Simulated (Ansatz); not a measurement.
# Ga: the cost of one run

Method: DFT PBEsol, scalar-relativistic, plane waves, PAW, in Ansatz 0.2.0.

1 further run of the same task is left out (set aside as unsound or not needed).

**1. Starting point**

Symmetry: Cmce, No. 64, orthorhombic system. The conventional cell has a = 4.511 Å, b = 7.645 Å, c = 4.517 Å, α = 90.00°, β = 90.00°, γ = 90.00°. Ga (site symmetry m) has 7 Ga at 2.44 to 2.79 Å as nearest neighbours.

Coordinates:

```xyz
4
Lattice="2.2553 -3.8224 0.0000 2.2553 3.8224 0.0000 0.0000 0.0000 4.5167" Properties=species:S:1:pos:R:3 pbc="T T T"
Ga    2.2553    2.6566    0.3546
Ga    2.2553   -1.1658    1.9038
Ga    2.2553   -2.6566    4.1621
Ga    2.2553    1.1658    2.6129
```

The structure comes from the Crystallography Open Database.

**2. A distortion that keeps the symmetry**

What differs from the listed cell: strain xx, yy, zz, yz, xz, xy = +2.8, -0.4, -0.1, +0.0, +0.0, +0.0 %; atoms moved by 0.25 Å root mean square, at most 0.25 Å.

input.yaml

```yaml
crystal:
  lattice:
    - [2.317462339, -3.808333568, 0.0]
    - [2.317462339, 3.808333568, 0.0]
    - [0.0, 0.0, 4.511054125]
  atoms:
    - { symbol: Ga, position: [0.1516586153, 0.8483413847, 0.1338318218] }
    - { symbol: Ga, position: [0.6516586153, 0.3483413847, 0.3661681782] }
    - { symbol: Ga, position: [0.8483413847, 0.1516586153, 0.8661681782] }
    - { symbol: Ga, position: [0.3483413847, 0.6516586153, 0.6338318218] }
basis:
  ecutwfc: 420
kpoints:
  mp_grid: { grid: [12, 12, 10] }
hamiltonian:
  xc: pbesol
scf:
  occupations: { method: gaussian, width: 0.1 }
output:
  forces: true
  stress: true
  eigenvalues: true
  populations: true
```

The run is started by

```bash
$ ansatz run input.yaml --threads 1 --pin off --max-ram 1331MiB --backend cpu --events-out ev --progress --plain --runs-dir out
```

**Question.** How long does this run take on 1 thread of an x86-64 CPU, shared host, and how much memory does it need?

About 74 s, with a peak of 0.67 GiB.
